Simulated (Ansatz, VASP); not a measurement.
**Ag in VASP and in Ansatz**

```xyz
1
Lattice="0.0000 2.0046 2.0046 2.0046 0.0000 2.0046 2.0046 2.0046 0.0000" Properties=species:S:1:pos:R:3 pbc="T T T"
Ag    0.0000    0.0000    0.0000
```

Alike in both runs: task relaxation of cell and atoms; functional LDA; k mesh 16 × 16 × 16; occupations gaussian, width 0.1 eV; no spin polarisation.

|  | VASP | Ansatz |
| --- | --- | --- |
| version | VASP 6.6.1 | Ansatz 0.2.0 |
| potentials or method | VASP PAW LDA potentials, release 64 (Ag) | scalar-relativistic, plane waves, PAW |
| plane-wave cutoff (eV) | 600 | 420 |
| valence electrons in the cell | 11 | 19 |

Ansatz gave:

| Quantity | Value |
| --- | --- |
| gap on the k mesh at the Fermi level, each at its own relaxed structure (eV) | none |
| relaxed volume (Å³/atom) | 16.02 |
| relaxed cell length with the largest relative difference (Å) | 2.830 |

Question: What did VASP give for the same quantities?

Answer: gap on the k mesh at the Fermi level, each at its own relaxed structure (eV): none; relaxed volume (Å³/atom): 16.03; relaxed cell length with the largest relative difference (Å): 2.830.

A gap of «none» marks a metal or a gap that the smearing closes. The two sets of potentials don't hold the same shells in valence. Ansatz warned: «pseudo_functional_mismatch».

LDA usually gives volumes a few per cent too small. Zero-point motion and thermal expansion aren't in these numbers.
